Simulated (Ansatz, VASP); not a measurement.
# Two plane-wave programs on Ir

```
CELL_PARAMETERS angstrom
2.65172 0.00000 0.00000
0.00000 2.65172 0.00000
0.00000 0.00000 2.65172
ATOMIC_POSITIONS crystal
Ir 0.00000 0.00000 0.00000
```

Alike in both runs: task single point; functional BLYP; k mesh 13 × 13 × 13; occupations fermi-dirac, width 0.1 eV; no spin polarisation.

```csv
,VASP,Ansatz
version,VASP 6.6.1,Ansatz 0.2.0
potentials or method,"VASP PAW PBE potentials, release 64 (Ir)","plane waves (420 eV) with PAW, scalar-relativistic"
plane-wave cutoff (eV),520,420
valence electrons in the cell,9,17
```

Ansatz gave:

- pressure (GPa): -7.3

Task: Which values does VASP return?

Result: Pressure (GPa): -6.0.

The functional is the same, so the differences come from potentials, cutoffs and numerics. The two sets of potentials don't hold the same shells in valence.

Caveats: the PAW data sets were made with another functional, which shifts forces and pressure a little (VASP). Spin-orbit coupling is left out, which matters for the levels of Ir.
